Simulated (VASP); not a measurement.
**VASP 6.6.1 run: GaP**

INCAR

```
PREC = Accurate
ENCUT = 200
ISMEAR = -1
ALGO = Damped
NBANDS = 16
NELM = 120
GGA = PE
IBRION = -1
ISIF = 2
LWAVE = .FALSE.
EDIFF = 1E-7
NSW = 0
LASPH = .TRUE.
SIGMA = 0.02
LREAL = .FALSE.
LCHARG = .FALSE.
TIME = 0.2
```

KPOINTS

```
KPOINTS created by Atomic Simulation Environment
0
Gamma
10 10 10
0 0 0
```

POSCAR

```
Ga P
 1.0000000000000000
     0.0000000000000000    2.6572643123000002    2.7830825241000001
     2.6572643123000002    0.0000000000000000    2.7830825241000001
     2.6572643123000002    2.6572643123000002    0.0000000000000000
 Ga  P
   1   1
Cartesian
  0.0000000000000000  0.0000000000000000  0.0000000000000000
  1.3286321561500001  1.3286321561500001  1.3915412620500001
```

The recommended PBE PAW datasets give the neutral cell 18 valence electrons.

Command

```
mpirun -np 1 vasp_std
```

OSZICAR

```
N       E                     dE             d eps       ncg     rms           ort
DAV:   1     0.785864430482E+02    0.78586E+02   -0.52503E+03  1632   0.969E+02
DAV:   2     0.624575549599E+01   -0.72341E+02   -0.69162E+02  1632   0.221E+02
DAV:   3    -0.744714908370E+01   -0.13693E+02   -0.13452E+02  1632   0.843E+01
DAV:   4    -0.879710815345E+01   -0.13500E+01   -0.13460E+01  1632   0.285E+01
DAV:   5    -0.895729861004E+01   -0.16019E+00   -0.16013E+00  1632   0.872E+00
SDA:   6    -0.820425164984E+01    0.75305E+00   -0.33956E+00  1632   0.170E+01   0.000E+00
DMP:   7    -0.845327739291E+01   -0.24903E+00   -0.17249E+00  1632   0.450E+00   0.795E+00
DMP:   8    -0.855149304047E+01   -0.98216E-01   -0.44783E-01  1632   0.161E+00   0.122E+00
DMP:   9    -0.857396834796E+01   -0.22475E-01   -0.27688E-01  1632   0.138E+00   0.164E-02
DMP:  10    -0.859155904424E+01   -0.17591E-01   -0.17242E-01  1632   0.667E-01   0.376E-01
...
DMP:  22    -0.861110756118E+01   -0.36133E-05   -0.46850E-05  1632   0.221E-04   0.248E-05
DMP:  23    -0.861111079763E+01   -0.32364E-05   -0.39295E-05  1632   0.147E-04   0.949E-05
DMP:  24    -0.861111384233E+01   -0.30447E-05   -0.24755E-05  1632   0.715E-05   0.101E-04
DMP:  25    -0.861111572424E+01   -0.18819E-05   -0.10764E-05  1632   0.260E-05   0.536E-05
DMP:  26    -0.861111650434E+01   -0.78010E-06   -0.35355E-06  1632   0.987E-06   0.150E-05
DMP:  27    -0.861111675710E+01   -0.25276E-06   -0.15315E-06  1632   0.659E-06   0.206E-06
DMP:  28    -0.861111687930E+01   -0.12221E-06   -0.12947E-06  1632   0.523E-06   0.240E-06
DMP:  29    -0.861111698069E+01   -0.10139E-06   -0.10189E-06  1632   0.315E-06   0.375E-06
DMP:  30    -0.861111704906E+01   -0.68370E-07   -0.57121E-07  1632   0.138E-06   0.285E-06
   1 F= -.86111170E+01 E0= -.86111170E+01  d E =-.323388E-12
```

From OUTCAR

```
k-points           NKPTS =    102   k-points in BZ     NKDIM =    102   number of bands    NBANDS=     16

   NELECT =      18.0000    total number of electrons

   dimension x,y,z NGX =    18 NGY =   18 NGZ =   18
   dimension x,y,z NGXF=    36 NGYF=   36 NGZF=   36

  energy-cutoff  :      200.00
  volume of cell :       39.30
      direct lattice vectors                 reciprocal lattice vectors
     0.000000000  2.657264312  2.783082524    -0.188163442  0.188163442  0.179656908
     2.657264312  0.000000000  2.783082524     0.188163442 -0.188163442  0.179656908
     2.657264312  2.657264312  0.000000000     0.188163442  0.188163442 -0.179656908

 k-points in reciprocal lattice and weights: KPOINTS created by Atomic Simulation Env
   0.00000000  0.00000000  0.00000000       0.001
   0.10000000  0.00000000  0.00000000       0.008
   0.20000000  0.00000000  0.00000000       0.008
   0.30000000 -0.00000000  0.00000000       0.008
   0.40000000  0.00000000  0.00000000       0.008
   0.50000000  0.00000000  0.00000000       0.004
   0.10000000  0.10000000  0.00000000       0.002
   0.20000000  0.10000000  0.00000000       0.008
   ...

 E-fermi :   5.4828

 k-point     1 :       0.0000    0.0000    0.0000
  band No.  band energies     occupation
      1     -10.2163      2.00000
      2     -10.1992      2.00000
      3     -10.1992      2.00000
      4     -10.0987      2.00000
      5     -10.0765      2.00000
      6      -7.7654      2.00000
      7       4.7482      2.00000
      8       5.0331      2.00000
      9       5.0331      2.00000
     10       6.9749      0.00000
     11       8.8496      0.00000
     12       8.8496      0.00000
     13       8.9480      0.00000
     14      13.8169      0.00000
     15      14.4303      0.00000
     16      15.3439      0.00000

 k-point     2 :       0.1000    0.0000    0.0000
  band No.  band energies     occupation
      1     -10.2059      2.00000
      2     -10.1914      2.00000
      3     -10.1908      2.00000
      4     -10.0757      2.00000
      5     -10.0729      2.00000
      6      -7.6330      2.00000
      7       3.7429      2.00000
      8       4.6832      2.00000
      9       4.8882      2.00000
     10       7.5032      0.00000
     11       9.0679      0.00000
     12       9.0997      0.00000
     13       9.3200      0.00000
     14      13.9427      0.00000
     15      14.5326      0.00000
     16      14.7686      0.00000

 k-point     3 :       0.2000    0.0000    0.0000
  band No.  band energies     occupation
      1     -10.1817      2.00000
      2     -10.1729      2.00000
      3     -10.1717      2.00000
      4     -10.0588      2.00000
      5     -10.0460      2.00000
      6      -7.2477      2.00000
      7       1.9049      2.00000
      8       4.3002      2.00000
      9       4.5759      2.00000
     10       7.3633      0.00000
     11       9.5578      0.00000
     12       9.6141      0.00000
     13      10.6614      0.00000
     14      13.7001      0.00000
     15      14.1731      0.00000
     16      15.2229      0.00000

 ...

  Total       -6.7298749     -6.7298749     -7.6458573      0.0000000      0.0000000      0.0000000
  in kB     -274.3418012   -274.3418012   -311.6816104      0.0000000      0.0000000      0.0000000
  external PRESSURE =    -286.7884043 kB  Pullay stress =       0.0000000 kB

 POSITION                                       TOTAL-FORCE (eV/Angst)
 -----------------------------------------------------------------------------------
      0.00000      0.00000      0.00000        -0.000000     -0.000000     -0.000000
      1.32863      1.32863      1.39154         0.000000      0.000000      0.000000
 -----------------------------------------------------------------------------------
    total drift:                               -0.000002     -0.000002      0.000017

  FREE ENERGIE OF THE ION-ELECTRON SYSTEM (eV)
  ---------------------------------------------------
  free  energy   TOTEN  =        -8.6111170491 eV

  energy  without entropy=       -8.6111170491  energy(sigma->0) =       -8.61111705
```

It converged. Results: gap between bands v and c on the k mesh 1.34 eV; least direct gap on the k mesh 1.94 eV; pressure -28.7 GPa. Band v is the last that the valence electrons fill when counted band by band, and c is the next.

These settings aren't sound, so the numbers aren't properties of the crystal.

On sound settings PBE gives a gap of 1.36 eV on its mesh and a pressure of 5.2 GPa for the intended cell.

The run took about 22 s on one core of a shared host (Intel Xeon Platinum 8488C) and held 0.14 GiB at most.
